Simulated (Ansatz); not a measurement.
Zone-centre phonons of Pt: input and output

Computed with DFT PBEsol, scalar-relativistic, plane waves, PAW in Ansatz.

Launched with:
```bash
ansatz run input.yaml --threads 1 --pin off --max-ram 3072MiB --backend cpu --events-out ev --progress --plain --runs-dir out
```

Input (bare energies are in eV):
```yaml
crystal:
  lattice:
    - [2.7387219961, 0.0, 0.0]
    - [-1.369360998, 2.3718028225, 0.0]
    - [0.0, 0.0, 4.6709228245]
  atoms:
    - { symbol: Pt, position: [0.6666666667, 0.3333333333, 0.75] }
    - { symbol: Pt, position: [0.3333333333, 0.6666666667, 0.25] }
basis:
  ecutwfc: 420
kpoints:
  mp_grid: { grid: [18, 18, 10] }
hamiltonian:
  xc: pbesol
scf:
  occupations: { method: fermi_dirac, width: 0.15 }
output:
  eigenvalues: true
phonons:
  method: dfpt
  eigenvectors: true
```

The end of the output:
```
--- Phonons (Γ-DFPT): 2 representative perturbations + reference, on 546 of 3240 k-points (Σ response iterations 6) ---
  k mesh reduced under 4 symmetry operations, with k and −k counted as one. Each operation leaves every solved displacement unchanged or reverses it
  ASR residual: 2.524e-4 → 0.000e0 eV/Å²; symmetrization residual: 7.544e-10 eV/Å²
  ASR residual per site (eV/Å²): 2.52e-4 2.52e-4
  Γ frequencies (cm⁻¹): 0.00 0.00 0.00 37.14 37.14 180.39
  non-analytic LO–TO correction: not included (Born effective charges unavailable; polar crystals: no LO–TO splitting at Γ)
```

Time: 62 s on 1 thread of Intel(R) Xeon(R) Platinum 8488C (Sapphire Rapids), with other jobs on the host, peak memory 1.3 GiB.

In a metal, frequencies and elastic constants depend on the k mesh and the smearing, soft modes and shear constants most. Spin–orbit coupling is left out, which can shift energies with elements as heavy as these.

This form isn't the element's structure at ambient conditions.